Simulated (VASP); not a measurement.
**SnO: relaxation of cell and atoms with rev-vdW-DF2**

Crystal: SnO.

```xyz
4
Lattice="3.8137 0.0000 0.0000 0.0000 3.8137 0.0000 0.0000 0.0000 4.8869" Properties=species:S:1:pos:R:3 pbc="T T T"
Sn    1.9068    0.0000    3.7367
Sn    0.0000    1.9068    1.1503
O     0.0000    0.0000    0.0000
O     1.9068    1.9068    0.0000
```

The cell is a database's computed one.

```yaml
Program: VASP 6.6.1
Task: relaxation of cell and atoms
Functional: rev-vdW-DF2
Potentials_or_basis: VASP PAW PBE potentials, release 64 (Sn_d, O)
Cutoff: 600 eV
k_mesh: 7 × 7 × 6
Occupations: fermi-dirac, width 0.05 eV
Spin: no spin polarisation
Further_INCAR_settings: ALGO = Fast; EDIFF = 1e-07; IBRION = 2; EDIFFG = -0.01; NSW = 40; ISIF = 3
```

```json
{"Relaxed volume": "17.92 Å³/atom", "Relaxed cell": "a = 3.844 Å, b = 3.844 Å, c = 4.850 Å, α = 90.00°, β = 90.00°, γ = 90.00°", "Space group after relaxing (to 0.05 Å)": "P4/nmm (No. 129)", "Energy gained by relaxing": "3.3 meV/atom", "Ionic steps": "11", "Pressure after relaxing": "0.0 GPa", "Band gap on the k mesh": "0.45 eV, indirect (least direct gap 2.08 eV)"}
```

The path:
```tsv
step	energy change (eV)	largest force (eV/Å)	pressure (GPa)	volume (Å³)
1	0.0000	0.3967	2.15	71.08
2	0.0001	0.3866	-2.07	73.55
3	-0.0119	0.0043	-0.04	72.29
4	-0.0119	0.0037	-0.01	72.27
5	-0.0123	0.0172	-0.01	72.25
6	-0.0126	0.0468	-0.05	72.21
7	-0.0128	0.0168	-0.14	72.12
8	-0.0130	0.0181	-0.24	72.02
9	-0.0131	0.0107	-0.13	71.89
10	-0.0131	0.0075	-0.10	71.82
11	-0.0132	0.0002	0.00	71.69
```

Final structure:
```xyz
4
Lattice="3.8445 0.0000 0.0000 0.0000 3.8445 0.0000 0.0000 0.0000 4.8504" Properties=species:S:1:pos:R:3 pbc="T T T"
Sn    1.9222    0.0000    3.6900
Sn    3.8445    1.9222    1.1604
O     0.0000    3.8445    0.0000
O     1.9222    1.9222    0.0000
```

Levels at points of the mesh, in eV from the valence-band top:
| k point | band 17 | band 18 | band 19 | band 20 | band 21 | band 22 | band 23 | band 24 |
| --- | --- | --- | --- | --- | --- | --- | --- | --- |
| (0.00, 0.00, 0.00) | -3.22 | -2.93 | -2.93 | 0.00 | 2.13 | 4.47 | 4.66 | 4.66 |
| (0.00, 0.00, 0.50) | -3.13 | -2.95 | -2.95 | -1.99 | 1.72 | 2.99 | 2.99 | 3.66 |

Wall time 16 min on 1 thread of Intel(R) Xeon(R) 6975P-C (Granite Rapids), on a shared host, peak memory 0.47 GiB.

Caveat: the PAW data sets were made with another functional, which shifts forces and pressure a little; spin-orbit coupling is left out, which moves the levels of the heavy elements; an odd mesh through Γ misses points on the zone boundary, where band edges often lie.
